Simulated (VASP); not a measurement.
MgO:

```
Mg O
1.0
     2.93802    0.00000    0.00000
    -1.46901    2.54440    0.00000
     0.00000    0.00000    2.67968
Mg O
1 1
Direct
  0.00000 0.00000 0.00000
  0.33333 0.66667 0.50000
```

Measurements of this composition are mostly on another form, of space group No. 225.

```yaml
Program: VASP 6.6.1
Task: single point
Functional: PBE
Potentials_or_basis: VASP PAW PBE potentials, release 64 (Mg, O_h)
Cutoff: 1400 eV
k_mesh: 13 × 13 × 12
Occupations: gaussian, width 0.05 eV
Spin: no spin polarisation
```

On this cell: pressure -0.8 GPa; largest force under 0.003 eV/Å; band gap on the k mesh 3.01 eV, indirect (least direct gap 3.40 eV).

The same run follows on a disturbed copy (grid = ENCUT=1400 k=13x13x12 ISMEAR=0 SIGMA=0.05 PREC=Accurate EDIFF=1e-08 LREAL=False ADDGRID=False LASPH=True; atoms moved at random, drawn with an rms of 0.1 Å):

```
CELL_PARAMETERS angstrom
2.93802 0.00000 0.00000
-1.46901 2.54440 0.00000
0.00000 0.00000 2.67968
ATOMIC_POSITIONS crystal
Mg 0.99500 0.99862 0.00240
O 0.29723 0.69171 0.51323
```

Q: What changes?

A: The energy moves by +22.8 meV/atom; pressure 0.8 GPa; largest force 0.668 eV/Å; band gap on the k mesh 2.93 eV, indirect (least direct gap 3.41 eV).

Forces on the atoms (eV/Å):
```
Mg  -0.574  0.318  0.125
O    0.574 -0.318 -0.125
```

Stress tensor (GPa, compression positive):
```
 0.86 -0.55 -0.84
-0.55  0.14  0.46
-0.84  0.46  1.34
```

Caveats: an odd mesh through Γ misses points on the zone boundary, where band edges often lie.
